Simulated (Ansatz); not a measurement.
# ZnS (Wurtzite-2H) (P6_3mc) in Ansatz: further runs

One crystal, ZnS (Wurtzite-2H), is run at these levels: RPBE, PBE; tasks: relaxation of cell and atoms, single point.

Program: Ansatz 0.2.0. These are calculated values, not measurements. Logs are shortened: lines on timing, memory, paths and dates and some standing lists are left out, and cuts for length are marked.

**The experiment to reproduce.**

From a printed reference work, monograph, for a bulk crystal of ZnS at 4 K: band gap 3.911 eV (direct).

The results are compared with them further down.

## 1. The crystal as given

The structure is hexagonal, space group P6_3mc (No. 186). The conventional cell has a = 3.811 Å, b = 3.811 Å, c = 6.234 Å, α = 90.00°, β = 90.00°, γ = 120.00°. Around Zn (site symmetry 3m) lie 4 S at 2.31 to 2.40 Å. S (site symmetry 3m) is surrounded by 4 Zn at 2.31 to 2.40 Å.

## 2. Relaxation of cell and atoms, RPBE

input.yaml reads:

```yaml
crystal:
  lattice:
    - [3.811, 0.0, 0.0]
    - [-1.9055, 3.3004228138, 0.0]
    - [0.0, 0.0, 6.234]
  atoms:
    - { symbol: Zn, position: [0.6666666667, 0.3333333333, 0.5] }
    - { symbol: Zn, position: [0.3333333333, 0.6666666667, 0.0] }
    - { symbol: S, position: [0.6666666667, 0.3333333333, 0.885] }
    - { symbol: S, position: [0.3333333333, 0.6666666667, 0.385] }
hamiltonian:
  xc: rpbe
  pseudopotentials: { kind: paw }
kpoints:
  mp_grid: { grid: [8, 8, 5] }
scf:
  occupations: { method: fermi_dirac, width: 0.05 }
output:
  forces: true
  stress: true
relax:
  f_tol: 0.01
  max_steps: 40
  cell: { stress_tol: 0.05 }
```

Potentials or basis: Ansatz PAW.

Command:

```sh
$ ansatz run input.yaml --threads 2 --pin off --max-ram 5632MiB --backend cpu --events-out ev --progress --plain --runs-dir out
```

Log:

```text
Warning: RAYON_NUM_THREADS=2 ignored (pool sized by the plan → 2); use --threads N
Engine: ansatz 0.2.0, x86_64-unknown-linux-gnu
Pseudopotentials: kind: paw
Pseudopotential: Zn, paw, valence charge 12, recommended cutoff 420 eV (normal), Zn.paw.azcp
Pseudopotential: S, paw, valence charge 6, recommended cutoff 420 eV (normal), S.paw.azcp
Functional definition: RPBE
  parameter kappa = 0.804
  parameter beta = 0.06672455060314922
  exchange = rpbe_x(kappa = kappa, mu = beta*pi^2/3)
  correlation = pbe_c(beta = beta)
Crystal: 4 atoms, lattice volume = 78.411 Å³
Basis set: ecut = 420 eV, 1521 PW (Γ), exchange–correlation on 54×54×90 points (8 copies of the dense FFT grid, shifted against one another)
Bands: 22, of which v1, the nominal top of the filled ones, is band 18 counted from 1 (17 counted from 0)
Symmetry: 12 space group operations
Space group: P63mc (ITA 186), of the structure as read, at distance tolerance 4.3e-5 Å
k-points: 30 of 320 (time reversal used)
Non-local potential: Zn, projectors of the file, l = 0: 2, l = 1: 2, l = 2: 3, l = 3: 1
Non-local potential: S, projectors of the file, l = 0: 2, l = 1: 2, l = 2: 2
PAW form: soft (Blöchl's): semilocal exchange-correlation on the pseudo side does not see the compensation charge
PAW frozen core: Zn, regenerated for the run's functional, and the local potential with it (the file was generated under x = pbe(κ = 0.804, μ = 0.2195149727645171), c = pbe(β = 0.06672455060314922))
PAW frozen core: S, regenerated for the run's functional, and the local potential with it (the file was generated under x = pbe(κ = 0.804, μ = 0.2195149727645171), c = pbe(β = 0.06672455060314922))
PAW one-centre angular grid: Zn, 590 points (default); XC on 64 Gauss nodes
PAW one-centre angular grid: S, 110 points (default); XC on 64 Gauss nodes
Initial density: superposition of atomic densities (neutral atoms: chi_scale 0, normalization atom), corrected by the library's trained network
Initial wavefunctions: pseudopotential atomic-orbital guess
Functional: x = rpbe, c = pbe(β = 0.06672455060314922)
SCF iter   1: F=—  HF=-8463.155525 eV  |F-HF|=—  |Δ(HF+E_count)|=         —  Δρ=3.85e-3  dr2=6.29e-3  ethr=1.77e-3  ⟨swp⟩=5.7  Hψ=3118  notcnv=0
preconditioner: auto → Resta (q_TF=auto, 2.396 Å⁻¹)  ε∞=6.5  [insulator: Δε(μ)=2.425 eV  Ē_g=10.769 eV  σ=0.050 eV  W_gap=1.00  n_scr=22 (ndim 8)  ℏωp=25.2 eV  f_vac=0.040  D(μ)=0.00/eV (n_scr^D=0)  ε∞_Penn≈6.5]
SCF iter   2: F=—  HF=-8463.154595 eV  |F-HF|=—  |Δ(HF+E_count)|=   9.30e-4  Δρ=1.31e-3  dr2=1.30e-3  ethr=1.75e-5  ⟨swp⟩=2.0  Hψ=1461  notcnv=0
SCF iter   3: F=—  HF=-8463.154513 eV  |F-HF|=—  |Δ(HF+E_count)|=   8.18e-5  Δρ=9.75e-4  dr2=5.85e-4  ethr=3.62e-6  ⟨swp⟩=2.1  Hψ=1030  notcnv=0
SCF iter   4: F=—  HF=-8463.154724 eV  |F-HF|=—  |Δ(HF+E_count)|=   2.10e-4  Δρ=4.39e-4  dr2=1.61e-4  ethr=1.63e-6  ⟨swp⟩=1.0  Hψ=660  notcnv=0
SCF iter   5: F=—  HF=-8463.154814 eV  |F-HF|=—  |Δ(HF+E_count)|=   9.04e-5  Δρ=1.00e-4  dr2=1.12e-5  ethr=4.47e-7  ⟨swp⟩=2.0  Hψ=929  notcnv=0
SCF iter   6: F=—  HF=-8463.154759 eV  |F-HF|=—  |Δ(HF+E_count)|=   5.54e-5  Δρ=1.70e-5  dr2=4.04e-7  ethr=3.11e-8  ⟨swp⟩=2.0  Hψ=1200  notcnv=0
SCF iter   7: F=-8463.154761 eV  HF=-8463.154761 eV  |F-HF|=7.00e-8  |Δ(HF+E_count)|=   1.91e-6  Δρ=4.36e-6  dr2=2.01e-8  ethr=2.78e-10  ⟨swp⟩=5.0  Hψ=2543  notcnv=0
SCF 1 converged in 7 iterations: F = -8463.154761 eV  dr2 = 2.01e-8
relax step   1: F+E_penalty+E_count = -8463.15476081 eV  Δ(F+E_penalty+E_count) = +0.000e0 eV  max|allowed force component| = 3.258e-1 eV/Å  Δτ_max = 0.0000 Å  P = +4.943 GPa  Ω = 78.411 Å³  (7 SCF iters, dr2 threshold 1.00e-7 eV, accepted)
Crystal: 4 atoms, lattice volume = 81.432 Å³
Basis set: ecut = 420 eV, 1617 PW (Γ), exchange–correlation on 54×54×90 points (8 copies of the dense FFT grid, shifted against one another)
Initial density: handed on by an earlier stage of this run
Initial wavefunctions: those handed on with the density
iter 1 solved again at ethr=6.42e-6 eV; its pass at ethr=3.10e-3 eV (dr2=2.31e-3 eV) is discarded
SCF iter   1: F=—  HF=-8463.226770 eV  |F-HF|=—  |Δ(HF+E_count)|=         —  Δρ=1.96e-3  dr2=2.33e-3  ethr=6.42e-6  ⟨swp⟩=1.9  Hψ=4195  notcnv=0
preconditioner: auto → Resta (q_TF=auto, 2.381 Å⁻¹)  ε∞=6.4  [insulator: Δε(μ)=2.243 eV  Ē_g=10.580 eV  σ=0.050 eV  W_gap=1.00  n_scr=22 (ndim 8)  ℏωp=24.7 eV  f_vac=0.055  D(μ)=0.00/eV (n_scr^D=0)  ε∞_Penn≈6.4]
SCF iter   2: F=—  HF=-8463.226555 eV  |F-HF|=—  |Δ(HF+E_count)|=   2.15e-4  Δρ=9.66e-4  dr2=7.50e-4  ethr=6.42e-6  ⟨swp⟩=2.0  Hψ=1140  notcnv=0
SCF iter   3: F=—  HF=-8463.226748 eV  |F-HF|=—  |Δ(HF+E_count)|=   1.93e-4  Δρ=7.13e-4  dr2=2.40e-4  ethr=2.08e-6  ⟨swp⟩=2.0  Hψ=1130  notcnv=0
SCF iter   4: F=—  HF=-8463.226627 eV  |F-HF|=—  |Δ(HF+E_count)|=   1.21e-4  Δρ=1.75e-4  dr2=3.66e-5  ethr=6.66e-7  ⟨swp⟩=2.0  Hψ=1140  notcnv=0
SCF iter   5: F=—  HF=-8463.226686 eV  |F-HF|=—  |Δ(HF+E_count)|=   5.88e-5  Δρ=4.91e-5  dr2=2.95e-6  ethr=1.02e-7  ⟨swp⟩=2.0  Hψ=1197  notcnv=0
[... 14 lines left out ...]
SCF 3 converged in 6 iterations: F = -8463.248530 eV  dr2 = 1.71e-7
relax step   3: F+E_penalty+E_count = -8463.24853004 eV  Δ(F+E_penalty+E_count) = -2.183e-2 eV  max|allowed force component| = 7.170e-2 eV/Å  Δτ_max = 0.0136 Å  P = +0.129 GPa  Ω = 83.673 Å³  energy of the carried Pulay correction = -2.670e-3 eV  (6 SCF iters, dr2 threshold 4.00e-7 eV, accepted)
Crystal: 4 atoms, lattice volume = 83.835 Å³
iter 1 solved again at ethr=8.22e-7 eV; its pass at ethr=3.10e-3 eV (dr2=2.96e-4 eV) is discarded
SCF iter   1: F=—  HF=-8463.249929 eV  |F-HF|=—  |Δ(HF+E_count)|=         —  Δρ=7.37e-4  dr2=3.00e-4  ethr=8.22e-7  ⟨swp⟩=3.2  Hψ=3977  notcnv=0
preconditioner: auto → Resta (q_TF=auto, 2.370 Å⁻¹)  ε∞=6.4  [insulator: Δε(μ)=2.092 eV  Ē_g=10.447 eV  σ=0.050 eV  W_gap=1.00  n_scr=22 (ndim 8)  ℏωp=24.3 eV  f_vac=0.054  D(μ)=0.00/eV (n_scr^D=0)  ε∞_Penn≈6.4]
SCF iter   2: F=—  HF=-8463.249781 eV  |F-HF|=—  |Δ(HF+E_count)|=   1.47e-4  Δρ=3.68e-4  dr2=7.98e-5  ethr=8.22e-7  ⟨swp⟩=2.0  Hψ=1045  notcnv=0
SCF iter   3: F=—  HF=-8463.249771 eV  |F-HF|=—  |Δ(HF+E_count)|=   1.04e-5  Δρ=6.26e-5  dr2=2.88e-6  ethr=2.22e-7  ⟨swp⟩=2.0  Hψ=1045  notcnv=0
SCF iter   4: F=—  HF=-8463.249774 eV  |F-HF|=—  |Δ(HF+E_count)|=   2.68e-6  Δρ=5.96e-5  dr2=1.84e-6  ethr=8.93e-10  ⟨swp⟩=5.0  Hψ=2934  notcnv=0
SCF iter   5: F=-8463.249773 eV  HF=-8463.249773 eV  |F-HF|=1.26e-7  |Δ(HF+E_count)|=   9.07e-7  Δρ=1.03e-5  dr2=8.93e-8  ethr=8.93e-10  ⟨swp⟩=3.3  Hψ=3010  notcnv=0
SCF 4 converged in 5 iterations: F = -8463.249773 eV  dr2 = 8.93e-8
relax step   4: F+E_penalty+E_count = -8463.24977278 eV  Δ(F+E_penalty+E_count) = -1.243e-3 eV  max|allowed force component| = 2.744e-4 eV/Å  Δτ_max = 0.0064 Å  P = -0.007 GPa  Ω = 83.835 Å³  energy of the carried Pulay correction = -2.750e-3 eV  (5 SCF iters, dr2 threshold 3.21e-7 eV, accepted)
Initial wavefunctions: pseudopotential atomic-orbital guess (no wavefunctions were taken with the density)
iter 1 solved again at ethr=1.95e-7 eV; its pass at ethr=3.10e-3 eV (dr2=7.03e-5 eV) is discarded
SCF iter   1: F=—  HF=-8463.244365 eV  |F-HF|=—  |Δ(HF+E_count)|=         —  Δρ=5.19e-4  dr2=1.03e-5  ethr=1.95e-7  ⟨swp⟩=3.0  Hψ=5000  notcnv=0
preconditioner: auto → Resta (q_TF=auto, 2.370 Å⁻¹)  ε∞=6.4  [insulator: Δε(μ)=2.095 eV  Ē_g=10.449 eV  σ=0.050 eV  W_gap=1.00  n_scr=22 (ndim 8)  ℏωp=24.3 eV  f_vac=0.054  D(μ)=0.00/eV (n_scr^D=0)  ε∞_Penn≈6.4]
SCF iter   2: F=—  HF=-8463.250329 eV  |F-HF|=—  |Δ(HF+E_count)|=   5.96e-3  Δρ=3.00e-4  dr2=1.20e-5  ethr=2.85e-8  ⟨swp⟩=2.0  Hψ=1200  notcnv=0
SCF iter   3: F=—  HF=-8463.252130 eV  |F-HF|=—  |Δ(HF+E_count)|=   1.80e-3  Δρ=9.78e-5  dr2=3.55e-7  ethr=2.85e-8  ⟨swp⟩=2.0  Hψ=1147  notcnv=0
SCF iter   4: F=—  HF=-8463.252425 eV  |F-HF|=—  |Δ(HF+E_count)|=   2.94e-4  Δρ=9.54e-6  dr2=5.33e-8  ethr=9.87e-10  ⟨swp⟩=2.0  Hψ=1200  notcnv=0
SCF iter   5: F=—  HF=-8463.252425 eV  |F-HF|=—  |Δ(HF+E_count)|=   3.95e-9  Δρ=4.17e-6  dr2=1.54e-8  ethr=1.48e-10  ⟨swp⟩=2.0  Hψ=1137  notcnv=0
SCF iter   6: F=—  HF=-8463.252425 eV  |F-HF|=—  |Δ(HF+E_count)|=   1.09e-7  Δρ=2.03e-6  dr2=5.21e-9  ethr=4.26e-11  ⟨swp⟩=2.0  Hψ=1186  notcnv=0
SCF iter   7: F=—  HF=-8463.252425 eV  |F-HF|=—  |Δ(HF+E_count)|=   5.25e-8  Δρ=6.01e-7  dr2=2.78e-10  ethr=1.45e-11  ⟨swp⟩=2.0  Hψ=1200  notcnv=0
SCF iter   8: F=-8463.252425 eV  HF=-8463.252425 eV  |F-HF|=2.00e-11  |Δ(HF+E_count)|=   3.55e-9  Δρ=7.11e-8  dr2=5.08e-12  ethr=1.00e-12  ⟨swp⟩=3.0  Hψ=3033  notcnv=0
SCF 5 converged in 8 iterations: F = -8463.252425 eV  dr2 = 5.08e-12
relax step   5: F+E_penalty+E_count = -8463.25242485 eV  Δ(F+E_penalty+E_count) = -2.652e-3 eV  max|allowed force component| = 1.783e-4 eV/Å  Δτ_max = 0.0000 Å  P = -0.012 GPa  Ω = 83.835 Å³  stress off target by 1.68e-2 GPa  SCF on the basis re-selected at this cell (its energy is not comparable with the rows above)  (8 SCF iters)
basis re-selected at this cell: Δ(F+E_penalty+E_count) = -2.652e-3 eV, ΔP = -0.005 GPa vs the last step (what re-selecting the basis moved, of the pressure what is left beyond the Pulay correction that the steps carried, after the strain that the cell walked since its last selection, with what the two solves' SCF thresholds leave and, on support functions, any second-order correction that the steps lacked; it is no measure of the basis error at this ecutwfc). This SCF's stress stands 1.68e-2 GPa from its target on what of the cell is left free (relax.cell.stress_tol is 5.00e-2 GPa) and its largest allowed force component is 1.78e-4 eV/Å (relax.f_tol is 1.00e-2 eV/Å): within both
SCF converged after 8 iterations
Free energy (F): -8463.252425 eV
Harris-Foulkes:  -8463.252425 eV  (|F-HF|=2.00e-11)
Internal energy: -8463.252425 eV  (E = F + TS)
E sigma→0 (E₀):  -8463.252425 eV
Fermi energy:    6.236976 eV
--- Per-component energies (eV) ---
  E_band       = -4.911959
  E_kinetic    = 473.673038
  E_local      = -4167.253032  (includes V_loc(G=0)·N_el)
  E_nonlocal   = 1285.962480
  E_hartree    = 1742.481493
  E_xc         = -468.415852
  E_vxc        = -275.809691  (∫ρ·V_xc dr)
  E_paw        = -4875.758451  (= ΣΔE_a)
  E_vpaw       = -806.446992  (= ΣTr[D̂ρ^β])
  E_aug_tail   = -0.000708  (compensation charges beyond the density's cutoff)
  E_ewald      = -2453.720267
  E_core_change = -0.221126  (= ΣΔE_core)
  E_smearing   = -0.000000  (= −TS)
  E_closure    = -0.000000  (closes the sum)
  Σ components = -8463.252425   (vs F -8463.252425, Δ=0.00e0)
--- Forces (eV/Å), atoms counted from 1 ---
  atom   1  Zn     0.00000000    -0.00000000     0.00017897
  atom   2  Zn    -0.00000000     0.00000000     0.00017897
  atom   3  S      0.00000000    -0.00000000    -0.00017762
  atom   4  S      0.00000000     0.00000000    -0.00017762
  max |Σ_I F_I| component: 2.68e-6 eV/Å
--- Stress (GPa, compression-positive) ---
       -0.016788       0.000000      -0.000000
        0.000000      -0.016788       0.000000
       -0.000000       0.000000      -0.003780
  P = ⅓ Tr σ = -0.0125 GPa (-0.125 kbar)
--- Relaxed structure (4 steps of the walk, 4 accepted, 1 SCFs on fresh bases) ---
  F+E_penalty+E_count = -8463.25242485 eV   max|allowed force component| = 1.783e-4 eV/Å   (the final SCF, on the basis selected at the relaxed cell)
  cell:  # Å, volume = 83.8348 Å³
    - [3.895266047511826, 0.0, 9.43156324887108e-34]
    - [-1.947633023755913, 3.3733993516442435, -4.71578162443554e-34]
    - [1.5428067513425004e-33, 0.0, 6.379984374176503]
  atoms:
    - { symbol: Zn, position: [0.6666666666666665, 0.33333333333333326, 0.5050374564959498] }
    - { symbol: Zn, position: [0.33333333333333326, 0.6666666666666665, 0.005037456495949722] }
    - { symbol: S, position: [0.6666666666666665, 0.33333333333333326, 0.8799625435040503] }
    - { symbol: S, position: [0.33333333333333326, 0.6666666666666665, 0.37996254350405023] }
```

Run time: 26 s. Hardware: 2 threads of Intel Xeon at 2.50GHz (Skylake/Cascade Lake), shared host; peak memory 0.38 GiB.

What came out:

| Property | Result |
| --- | --- |
| Free energy | -8463.2524 eV |
| Relaxed volume | 20.96 Å³/atom |
| Relaxed cell | a = 3.895 Å, b = 3.895 Å, c = 6.380 Å, α = 90.00°, β = 90.00°, γ = 120.00° |
| Space group after relaxing (to 0.05 Å) | P6_3mc (No. 186) |
| Energy gained by relaxing | 24.4 meV/atom |
| Ionic steps | 5 |
| Pressure after relaxing | 0.0 GPa |
| Band gap on the k mesh | 2.09 eV |

Step by step:
| step | energy change (eV) | largest force (eV/Å) | volume (Å³) |
| --- | --- | --- | --- |
| 1 | 0.0000 | 0.3258 | 78.41 |
| 2 | -0.0719 | 0.2140 | 81.43 |
| 3 | -0.0938 | 0.0717 | 83.67 |
| 4 | -0.0950 | 0.0003 | 83.83 |
| 5 | -0.0977 | 0.0002 | 83.83 |

Final structure:
```cif
data_structure
_symmetry_space_group_name_H-M 'P 1'
_symmetry_Int_Tables_number 1
_cell_length_a 3.8953
_cell_length_b 3.8953
_cell_length_c 6.3800
_cell_angle_alpha 90.000
_cell_angle_beta 90.000
_cell_angle_gamma 120.000
_cell_volume 83.83
loop_
_atom_site_label
_atom_site_type_symbol
_atom_site_fract_x
_atom_site_fract_y
_atom_site_fract_z
_atom_site_occupancy
Zn1 Zn 0.66667 0.33333 0.50504 1
Zn2 Zn 0.33333 0.66667 0.00504 1
S1 S 0.66667 0.33333 0.87996 1
S2 S 0.33333 0.66667 0.37996 1
```

Caveat: odd divisions of the mesh miss points on the zone boundary, where band edges often lie, so the gap on the mesh can be too wide; the plane-wave basis is chosen anew once the cell has moved, so the energies of steps on either side of that aren't comparable; the PAW data sets come from PBE, with cores solved anew for the run's functional, which leaves a small shift of forces and pressure.

## 3. Single point, PBE

Edit input.yaml of step 2 so:

```diff
@@ -11,3 +11,3 @@
 hamiltonian:
-  xc: rpbe
+  xc: pbe
   pseudopotentials: { kind: paw }
@@ -16,3 +16,3 @@
 scf:
-  occupations: { method: fermi_dirac, width: 0.05 }
+  occupations: { method: gaussian, width: 0.028 }
 output:
@@ -20,5 +20,2 @@
   stress: true
-relax:
-  f_tol: 0.01
-  max_steps: 40
-  cell: { stress_tol: 0.05 }
+  eigenvalues: true
```

Potentials or basis: Ansatz PAW.

Command:

```sh
$ ansatz run input.yaml --threads 2 --pin off --max-ram 5632MiB --backend cpu --events-out ev --progress --plain --runs-dir out
```

Run time: 5.4 s. Hardware: 2 threads of Intel Xeon at 2.50GHz (Skylake/Cascade Lake), shared host; peak memory 0.35 GiB.

Results (log left out):

```yaml
Free_energy: -8445.4204 eV
Pressure: 2.3 GPa
Largest_force: 0.319 eV/Å
Band_gap_on_the_k_mesh: 2.25 eV, direct
```

Forces on the atoms (eV/Å):
```
Zn   0.000  0.000  0.319
Zn   0.000  0.000  0.319
S    0.000  0.000 -0.319
S    0.000  0.000 -0.319
```

Stress tensor (GPa, compression positive):
```
3.01 0.00 0.00
0.00 3.01 0.00
0.00 0.00 0.98
```

Levels at points of the mesh, in eV from the valence-band top:
```
            k point  band 15  band 16  band 17  band 18  band 19  band 20  band 21  band 22
 (0.00, 0.00, 0.00)    -0.86    -0.01    -0.01     0.00     2.25     2.99     6.28     6.28
(0.00, -0.50, 0.00)    -3.16    -2.25    -1.56    -0.98     3.61     4.26     5.17     7.11
```

Caveat: odd divisions of the mesh miss points on the zone boundary, where band edges often lie, so the gap on the mesh can be too wide.

## 4. Comparison with measurements

Step 3. Against the measured gap of ZnS, 3.911 eV (direct; 4 K; a printed reference work, monograph), the calculated 2.25 eV is off by -1.66 eV. The value is that of PBE, without temperature or zero-point motion. Semilocal functionals fall short of measured gaps as a rule.
